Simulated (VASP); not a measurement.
# MoS2 in VASP: notebook

Runs on MoS2. Level: PBE+D3(BJ). Tasks: relaxation of cell and atoms.

All numbers are computed with VASP 6.6.1; they aren't measurements. Logs are shortened: lines on timing, memory, paths and dates and some standing lists are left out, and cuts for length are marked.

## Step 1: Starting point

The cell holds a slab with vacuum, 3 atoms: a = 3.169 Å, b = 3.169 Å, c = 21.130 Å, α = 90.00°, β = 90.00°, γ = 120.00°.

## Step 2: Relaxation of cell and atoms, PBE+D3(BJ)

Input file INCAR:

```
SYSTEM = MoS2
PREC = Accurate
ENCUT = 600
EDIFF = 1E-6
ISMEAR = 0
SIGMA = 0.03
LREAL = .False.
LASPH = .True.
NELM = 80
ALGO = Normal
ISIF = 3
LWAVE = .False.
LCHARG = .False.
GGA = PE
IVDW = 12
IBRION = 2
NSW = 90
EDIFFG = -0.01
LATTICE_CONSTRAINTS = .TRUE. .TRUE. .FALSE.
KPAR = 8
```

Input file KPOINTS:

```
regular mesh
0
Gamma
  12 12 1
  0 0 0
```

Input file POSCAR:

```
MoS2
1.0
    3.1690000000      0.0000000000      0.0000000000
   -1.5845000000      2.7444345000      0.0000000000
    0.0000000000      0.0000000000     21.1302960000
S Mo
2 1
Direct
    0.3333333300      0.6666666700      0.4259287200
    0.3333333300      0.6666666700      0.5740712800
    0.6666666700      0.3333333300      0.5000000000
```

Potentials or basis: VASP PAW PBE potentials, release 64 (S, Mo_sv).

Run with:

```
$ cat potpaw_PBE.64/S/POTCAR potpaw_PBE.64/Mo_sv/POTCAR > POTCAR
$ mpirun -np 8 vasp_std > vasp.out
```

OUTCAR:

```text
SYSTEM = MoS2
   PREC = Accurate
   ENCUT = 600
   EDIFF = 1E-6
   ISMEAR = 0
   LREAL = .False.
   LASPH = .True.
   NELM = 80
   ISIF = 3
   GGA = PE
   IVDW = 12
   IBRION = 2
   NSW = 90
   EDIFFG = -0.01
 IVDW          = 12

 ion  position               nearest neighbor table
   1  0.333  0.667  0.426-   3 2.41   3 2.41   3 2.41
   2  0.333  0.667  0.574-   3 2.41   3 2.41   3 2.41
   3  0.667  0.333  0.500-   1 2.41   2 2.41   1 2.41   2 2.41   1 2.41   2 2.41

  LATTYP: Found a hexagonal cell.
 ALAT       =     3.1690000000
 C/A-ratio  =     6.6678119281

  Lattice vectors:

 A1 = (   3.1690000000,   0.0000000000,   0.0000000000)
 A2 = (  -1.5845000000,   2.7444345000,   0.0000000000)
 A3 = (   0.0000000000,   0.0000000000,  21.1302960000)

Analysis of symmetry for initial positions (statically):
=====================================================================
 Subroutine PRICEL returns:
 Original cell was already a primitive cell.

 Routine SETGRP: Setting up the symmetry group for a
 hexagonal supercell.

 Subroutine GETGRP returns: Found 12 space group operations
 (whereof 12 operations were pure point group operations)
 out of a pool of 24 trial point group operations.

The static configuration has the point symmetry D_3h.

Analysis of symmetry for dynamics (positions and initial velocities):
=====================================================================
 Subroutine PRICEL returns:
 Original cell was already a primitive cell.

 Routine SETGRP: Setting up the symmetry group for a
 hexagonal supercell.

 Subroutine GETGRP returns: Found 12 space group operations
 (whereof 12 operations were pure point group operations)
 out of a pool of 24 trial point group operations.

The dynamic configuration has the point symmetry D_3h.

 Subroutine INISYM returns: Found 12 space group operations
 (whereof 12 operations are pure point group operations),
 and found     1 'primitive' translations

----------------------------------------------------------------------------------------

                                     Primitive cell

  volume of cell :     183.7726

  direct lattice vectors                    reciprocal lattice vectors
     3.169000000  0.000000000  0.000000000     0.315556958  0.182186895  0.000000000
    -1.584500000  2.744434500  0.000000000     0.000000000  0.364373790  0.000000000
     0.000000000  0.000000000 21.130296000     0.000000000  0.000000000  0.047325414

  length of vectors
     3.169000000  3.168999996 21.130296000     0.364373789  0.364373790  0.047325414

  position of ions in fractional coordinates (direct lattice)
     0.333333330  0.666666670  0.425928720
     0.333333330  0.666666670  0.574071280
     0.666666670  0.333333330  0.500000000

  ion indices of the primitive-cell ions
   primitive index   ion index
                 1           1
                 2           2
                 3           3

----------------------------------------------------------------------------------------

 KPOINTS: regular mesh

Automatic generation of k-mesh.
 Grid dimensions read from file:
 generate k-points for:   12   12    1

 Generating k-lattice:

  Cartesian coordinates                     Fractional coordinates (reciprocal lattice)
     0.026296413  0.015182241  0.000000000     0.083333333  0.000000000  0.000000000
     0.000000000  0.030364482  0.000000000     0.000000000  0.083333333  0.000000000
     0.000000000  0.000000000  0.047325414     0.000000000  0.000000000  1.000000000

  Length of vectors
     0.030364482  0.030364482  0.047325414

  Shift w.r.t. Gamma in fractional coordinates (k-lattice)
     0.000000000  0.000000000  0.000000000

 Subroutine IBZKPT returns following result:
 ===========================================

 Found     19 irreducible k-points:

 Following reciprocal coordinates:
            Coordinates               Weight
  0.000000  0.000000  0.000000      1.000000
  0.083333  0.000000  0.000000      6.000000
  0.166667  0.000000  0.000000      6.000000
  0.250000 -0.000000  0.000000      6.000000
  0.333333 -0.000000  0.000000      6.000000
  0.416667  0.000000  0.000000      6.000000
[... 11 lines left out ...]
  0.333333  0.250000  0.000000     12.000000
  0.333333  0.333333  0.000000      2.000000
   k-points           NKPTS =     19   k-points in BZ     NKDIM =     19   number of bands    NBANDS=     17
   number of dos      NEDOS =    301   number of ions     NIONS =      3
   total plane-waves  NPLWV = 141120
   dimension x,y,z NGX =    28 NGY =   28 NGZ =  180
   dimension x,y,z NGXF=    56 NGYF=   56 NGZF=  360
   ions per type =               2   1
   NGX,Y,Z   is equivalent  to a cutoff of  14.69, 14.69, 14.16 a.u.
   NGXF,Y,Z  is equivalent  to a cutoff of  29.38, 29.38, 28.32 a.u.
 SYSTEM =  MoS2
   PREC   = accura    normal or accurate (medium, high low for compatibility)
   ISTART =      0    job   : 0-new  1-cont  2-samecut
   ICHARG =      2    charge: 1-file 2-atom 10-const
   ISPIN  =      1    spin polarized calculation?
   LNONCOLLINEAR =      F non collinear calculations
   LSORBIT =      F    spin-orbit coupling
   LASPH  =      T    aspherical Exc in radial PAW
   ENCUT  =  600.0 eV  44.10 Ry    6.64 a.u.   6.33  6.33 42.20*2*pi/ulx,y,z
   NELM   =     80;   NELMIN=  2; NELMDL= -5     # of ELM steps
   EDIFF  = 0.1E-05   stopping-criterion for ELM
   LREAL  =      F    real-space projection
   EDIFFG = -.1E-01   stopping-criterion for IOM
   NSW    =     90    number of steps for IOM
   IBRION =      2    ionic relax: 0-MD 1-quasi-New 2-CG
   NFREE  =      1    steps in history (QN), initial steepest desc. (CG)
   ISIF   =      3    stress and relaxation
   ISYM   =      2    0-nonsym 1-usesym 2-fastsym
   POTIM  = 0.5000    time-step for ionic-motion
   TEBEG  =    0.0;   TEEND  =   0.0 temperature during run
   PSTRESS=    0.0 pullay stress
   NELECT =      26.0000    total number of electrons
   NUPDOWN=      -1.0000    fix difference up-down
   EMIN   =  10.00;   EMAX   =-10.00  energy-range for DOS
   EFERMI =   0.00;   METHOD = LEGACY
   ISMEAR =     0;   SIGMA  =   0.03  broadening in eV -4-tet -1-fermi 0-gaus
   EFERMI_NEDOS =   21; number of points for ismear=-14 and -15
   IALGO  =     38    algorithm
   IMIX   =      4    mixing-type and parameters
     AMIX     =   0.40;   BMIX     =  1.00
     AMIX_MAG =   1.60;   BMIX_MAG =  1.00
  volume/ion in A,a.u.               =      61.26       413.39
  Fermi-wavevector in a.u.,A,eV,Ry     =   0.853046  1.612023  9.900786  0.727687
  Thomas-Fermi vector in A             =   1.969428
   LORBIT       =      0    0 simple, 1 ext, 2 COOP (PROOUT), +10 PAW based schemes
   GGA     = PE    functional components
   LHFCALC =     F    Hartree Fock is set to
   AEXX    =    0.0000 exact exchange contribution
   IVDW    =    12    specifies the selected vdW correction
   LEPSILON=     F    determine dielectric tensor
   LRPA    =     F    only Hartree local field effects (RPA)
 conjugate gradient relaxation of ions
 non-spin polarized calculation
 Gauss-broadening in eV      SIGMA  =   0.03
  energy-cutoff  :      600.00
  volume of cell :      183.77
 maximum number of plane-waves:      6163
 NGX is ok and might be reduce to    28
   NGX = 13   NGY = 13   NGZ = 85

--------------------------------------- Ionic step        1  -------------------------------------------

 number of electron      26.0000000 magnetization

 Free energy of the ion-electron system (eV)
  ---------------------------------------------------
  ext. energy  EPLUGINS =         0.00000000
  ---------------------------------------------------
  free energy    TOTEN  =       -21.85124619 eV

  energy without entropy =      -21.85124619  energy(sigma->0) =      -21.85124619

------------------------ aborting loop because EDIFF is reached ----------------------------------------

 Edisp (eV)   -0.94929

 E8    (eV) :    -0.4106

  FORCE on cell =-STRESS in cart. coord.  units (eV):
  Direction    XX          YY          ZZ          XY          YZ          ZX
  --------------------------------------------------------------------------------------
  -------------------------------------------------------------------------------------
  Total      -0.52333    -0.52333    -0.22545     0.00000     0.00000    -0.00000
  in kB      -4.56252    -4.56252    -1.96553     0.00000     0.00000    -0.00000
  external pressure =       -3.70 kB  Pullay stress =        0.00 kB

 VOLUME and BASIS-vectors are now :
 -----------------------------------------------------------------------------
  energy-cutoff  :      600.00
  volume of cell :      183.77
      direct lattice vectors                 reciprocal lattice vectors
     3.169000000  0.000000000  0.000000000     0.315556958  0.182186895  0.000000000
    -1.584500000  2.744434500  0.000000000     0.000000000  0.364373790  0.000000000
     0.000000000  0.000000000 21.130296000     0.000000000  0.000000000  0.047325414
[... 124 lines left out ...]
 POSITION                                       TOTAL-FORCE (eV/Angst)
 -----------------------------------------------------------------------------------
     -0.00000      1.82101      8.99945         0.000000     -0.000000     -0.019391
     -0.00000      1.82101     12.13084         0.000000     -0.000000      0.019391
      1.57704      0.91050     10.56515        -0.000000      0.000000      0.000000
 -----------------------------------------------------------------------------------
    total drift:                               -0.000013      0.000008      0.000000

  FREE ENERGIE OF THE ION-ELECTRON SYSTEM (eV)
  ---------------------------------------------------
  free  energy   TOTEN  =       -22.8030315429 eV

  energy  without entropy=      -22.8030315429  energy(sigma->0) =      -22.80303154

--------------------------------------- Ionic step        5  -------------------------------------------

 number of electron      25.9999999 magnetization

 Free energy of the ion-electron system (eV)
  ---------------------------------------------------
  ext. energy  EPLUGINS =         0.00000000
  ---------------------------------------------------
  free energy    TOTEN  =       -21.84418357 eV

  energy without entropy =      -21.84418357  energy(sigma->0) =      -21.84418357

 E-fermi :  -1.9795     XC(G=0):  -3.6498

 val. band max:       -2.1498034513   @ k =   0.3333   0.3333   0.0000
 cond. band min:      -0.3664157587   @ k =   0.3333   0.3333   0.0000
 fundamental gap:      1.7833876927
 Fermi energy:        -1.9794952355

 k-point     1 :       0.0000    0.0000    0.0000
  band No.  band energies     occupation
      1     -62.9827      2.00000
      2     -37.1439      2.00000
      3     -36.9051      2.00000
      4     -36.9051      2.00000
      5     -16.3150      2.00000
      6     -15.0107      2.00000
[... 9 lines left out ...]
     16       0.9266      0.00000
     17       0.9266      0.00000
[... 384 lines left out ...]
 POSITION                                       TOTAL-FORCE (eV/Angst)
 -----------------------------------------------------------------------------------
     -0.00000      1.82047      8.99814        -0.000000     -0.000000     -0.001021
     -0.00000      1.82047     12.13215        -0.000000     -0.000000      0.001021
      1.57657      0.91023     10.56515         0.000000      0.000000      0.000000
 -----------------------------------------------------------------------------------
    total drift:                               -0.000013      0.000008      0.000000

  FREE ENERGIE OF THE ION-ELECTRON SYSTEM (eV)
  ---------------------------------------------------
  free  energy   TOTEN  =       -22.8030584041 eV

  energy  without entropy=      -22.8030584041  energy(sigma->0) =      -22.80305840

 reached required accuracy - stopping structural energy minimisation
```

Wall time 1.8 min (8 MPI ranks of AMD EPYC 7R43 (Zen 3), shared host); peak memory 0.43 GiB.

What came out:

```
Free energy                            : -22.8031 eV
Relaxed volume                         : 60.65 Å³/atom
Relaxed cell                           : a = 3.153 Å, b = 3.153 Å, c = 21.130 Å, α = 90.00°, β = 90.00°, γ = 120.00°
Space group after relaxing (to 0.05 Å) : P-6m2 (No. 187)
Energy gained by relaxing              : 0.8 meV/atom
Ionic steps                            : 5
Band gap on the k mesh                 : 1.78 eV, direct
Dispersion energy per atom             : -0.320 eV
```

Step by step:
```tsv
step	energy change (eV)	largest force (eV/Å)	pressure (GPa)	volume (Å³)
1	0.0000	0.0641	-0.37	183.77
2	0.0000	0.1668	0.45	180.69
3	-0.0023	0.0502	0.03	182.22
4	-0.0025	0.0194	0.01	182.05
5	-0.0025	0.0010	-0.01	181.94
```

Final structure:
```cif
data_structure
_symmetry_space_group_name_H-M 'P 1'
_symmetry_Int_Tables_number 1
_cell_length_a 3.1531
_cell_length_b 3.1531
_cell_length_c 21.1303
_cell_angle_alpha 90.000
_cell_angle_beta 90.000
_cell_angle_gamma 120.000
_cell_volume 181.94
loop_
_atom_site_label
_atom_site_type_symbol
_atom_site_fract_x
_atom_site_fract_y
_atom_site_fract_z
_atom_site_occupancy
S1 S 0.33333 0.66667 0.42584 1
S2 S 0.33333 0.66667 0.57416 1
Mo1 Mo 0.66667 0.33333 0.50000 1
```

PBE gaps usually lie below the measured ones, often by a third to a half.

## Step 3: Relaxation of cell and atoms, PBE+D3(BJ)

This run uses another cell than the first one, of 60.65 Å³/atom, 0.990 times its volume.

INCAR: that of step 2 with these lines changed.

```diff
@@ -3,3 +3,3 @@
 ENCUT = 600
-EDIFF = 1E-6
+EDIFF = 1E-7
 ISMEAR = 0
@@ -17,3 +17,3 @@
 NSW = 90
-EDIFFG = -0.01
+EDIFFG = -0.005
 LATTICE_CONSTRAINTS = .TRUE. .TRUE. .FALSE.
```

KPOINTS is that of step 2.

Input file POSCAR:

```
MoS2                                    
1.0
    3.1531462911     -0.0000000000      0.0000000000
   -1.5765731456      2.7307047855      0.0000000000
    0.0000000000      0.0000000000     21.1302960000
  S               Mo            
     2     1
Direct
     0.3333333300000021    0.6666666699999979    0.4258408315267178
     0.3333333300000021    0.6666666699999979    0.5741591684732822
     0.6666666699999979    0.3333333300000021    0.5000000000000000
```

Potentials or basis: VASP PAW PBE potentials, release 64 (S, Mo_sv).

Run with:

```
$ cat potpaw_PBE.64/S/POTCAR potpaw_PBE.64/Mo_sv/POTCAR > POTCAR
$ mpirun -np 8 vasp_std > vasp.out
```

Run time: 40 s. Hardware: 8 MPI ranks of AMD EPYC 7R43 (Zen 3), shared host; peak memory 0.4 GiB.

The run converged. Its results:

- Free energy: -22.8029 eV
- Band gap on the k mesh: 1.78 eV, direct
- Dispersion energy per atom: -0.320 eV

Final structure:
```
S Mo
1.0
     3.15315    0.00000    0.00000
    -1.57657    2.73070    0.00000
     0.00000    0.00000   21.13030
S Mo
2 1
Direct
  0.33333 0.66667 0.42584
  0.33333 0.66667 0.57416
  0.66667 0.33333 0.50000
```

Levels at points of the mesh, in eV from the valence-band top:
| k point | band 10 | band 11 | band 12 | band 13 | band 14 | band 15 | band 16 | band 17 |
| --- | --- | --- | --- | --- | --- | --- | --- | --- |
| (0.00, 0.00, 0.00) | -1.86 | -1.45 | -1.45 | -0.09 | 2.84 | 2.84 | 3.08 | 3.08 |
| (0.50, 0.00, 0.00) | -3.16 | -1.95 | -0.91 | -0.65 | 2.36 | 2.86 | 3.93 | 4.38 |

Caveat: the relaxation stopped at its first step, so nothing moved.
